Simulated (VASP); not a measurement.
# FeO (Wuestite) under changes of volume

One of the cells (10.214 Å³/atom); the others are scaled copies at fixed shape and fractional positions:

```xyz
2
Lattice="0.0000 2.1697 2.1697 2.1697 0.0000 2.1697 2.1697 2.1697 0.0000" Properties=species:S:1:pos:R:3 pbc="T T T"
Fe    0.0000    0.0000    0.0000
O     2.1697    2.1697    2.1697
```

* Program: VASP 6.6.1
* Functional: PBEsol
* Potentials or basis: VASP PAW PBE potentials, release 64 (Fe, O)
* Cutoff: 520 eV
* k mesh: 11 × 11 × 11
* Occupations: fermi-dirac, width 0.05 eV
* Spin: collinear spin, ferromagnetic start
* Starting moments: [3.0, 0.0] μB

```csv
volume (Å³/atom),energy over the lowest point (meV/atom),pressure (GPa)
9.413,2.45,4.1
9.613,0.00,-0.5
9.813,3.06,-4.6
10.214,23.20,-11.5
10.414,39.27,-14.4
10.614,?,?
```

Question: What does the run at 10.614 Å³/atom give?

Answer: Energy over the lowest point 58.80 meV/atom; pressure -17.0 GPa.

Worked out: A Birch-Murnaghan fit of order 3 (a polynomial in V^(-2/3)) to the other rows has its minimum at 9.60 Å³/atom with B0 = V·E''(V) = 212 GPa and B' = 4.7. It gives 58.73 meV/atom at 10.614 Å³/atom, against the run's 58.80, and -dE/dV = -16.9 GPa, against -17.0.

Energies are extrapolated to zero smearing.

Caveats: the PAW data sets were made with another functional, which shifts forces and pressure a little; a cell with one magnetic atom can't hold antiferromagnetic order, which such compounds often take.
